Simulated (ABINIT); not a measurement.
NiO:

```
CELL_PARAMETERS angstrom
0.00000 2.08590 2.08590
2.08590 0.00000 2.08590
2.08590 2.08590 0.00000
ATOMIC_POSITIONS crystal
Ni 0.00000 0.00000 0.00000
O 0.50000 0.50000 0.50000
```

Base run:

| Quantity | Value |
| --- | --- |
| Program | ABINIT 10.8.3 (patched build) |
| Functional | WC |
| Potentials or basis | JTH PAW PBE v2.0 |
| Cutoff | 1333 eV |
| k mesh | 9 × 9 × 9 |
| Occupations | fermi-dirac, width 0.05 eV |
| Spin | collinear spin, ferromagnetic start |
| Starting moments | [1.0, 0.0] μB |

Its results: band gap on the k mesh none (metal or under the smearing width); pressure -11.4 GPa; net moment 0.00 μB per cell.

Task: After a change of settings the same cell gave: band gap on the k mesh none (metal or under the smearing width); pressure 2.5 GPa; net moment 0.00 μB per cell. Which change was it?
A. functional from WC to PW91
B. functional from WC to revPBE
C. functional from WC to AM05

Result: B.

revPBE binds less tightly than WC, so the same cell stands under more pressure.

Caveats: small starting moments can end in a higher magnetic state in this program; the PAW data sets were made with another functional, which shifts forces and pressure a little; semilocal functionals often make such compounds metallic where correlation or magnetic order opens a gap, which also shifts bond lengths.
